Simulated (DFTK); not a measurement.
## CdTe: band structure with r2SCAN

**The experiment to reproduce.**

From a printed reference work, data compilation, for a bulk crystal of CdTe at 0 K: band gap 1.607 eV.

Crystal: CdTe.

```xyz
2
Lattice="0.0000 3.2050 3.2050 3.2050 0.0000 3.2050 3.2050 3.2050 0.0000" Properties=species:S:1:pos:R:3 pbc="T T T"
Te    4.8075    4.8075    4.8075
Cd    0.0000    0.0000    0.0000
```

```
Program                      : DFTK 0.8.2
Task                         : band structure
Functional                   : r2SCAN
Potentials or basis          : SG15 1.2 (PBE)
Cutoff                       : 1225 eV
k mesh                       : 6 × 6 × 6
Occupations                  : fermi-dirac, width 0.05 eV
Spin                         : no spin polarisation
Valence electrons            : Cd 20, Te 16
SCF tolerance on the density : 1e-06
```

The pressure is 2.7 GPa, the band gap on the k mesh is 1.15 eV, direct and the band gap along the path is 1.15 eV, direct.

Levels at the corners of the path, in eV from the valence-band top:
```
point  band 14  band 15  band 16  band 17  band 18  band 19  band 20  band 21  band 22  band 23
    Γ    -8.29    -8.29     0.00     0.00     0.00     1.15     5.26     5.26     5.26     8.08
    X    -8.25    -7.78    -4.48    -1.97    -1.97     2.94     3.07     9.56    10.11    10.11
    W    -8.29    -7.69    -4.35    -2.45    -2.32     4.76     5.05     6.24     6.94    10.61
    K    -8.27    -7.73    -4.37    -2.69    -1.63     3.30     4.97     8.05     8.25     8.57
    Γ    -8.29    -8.29     0.00     0.00     0.00     1.15     5.26     5.26     5.26     8.08
    L    -8.28    -7.92    -4.64    -0.81    -0.81     2.23     5.82     5.82     7.51     9.36
    U    -8.27    -7.73    -4.37    -2.69    -1.63     3.30     4.97     8.05     8.25     8.57
    W    -8.29    -7.69    -4.35    -2.45    -2.32     4.76     5.05     6.24     6.94    10.61
    L    -8.28    -7.92    -4.64    -0.81    -0.81     2.23     5.82     5.82     7.51     9.36
    K    -8.27    -7.73    -4.37    -2.69    -1.63     3.30     4.97     8.05     8.25     8.57
    U    -8.27    -7.73    -4.37    -2.69    -1.63     3.30     4.97     8.05     8.25     8.57
    X    -8.25    -7.78    -4.48    -1.97    -1.97     2.94     3.07     9.56    10.11    10.11
```

It took 26 min on 1 thread of AMD EPYC (Zen 3), on a shared host, peak memory 2.3 GiB.

Against the measured gap of CdTe, 1.607 eV (0 K; a printed reference work, data compilation), the calculated 1.15 eV is off by -0.46 eV. Spin-orbit coupling on Cd, Te is left out. The value is that of r2SCAN, without temperature or zero-point motion.

Caveat: the potentials were made for another functional, which shifts forces and pressure; spin-orbit coupling is left out, which moves the levels of the heavy elements.
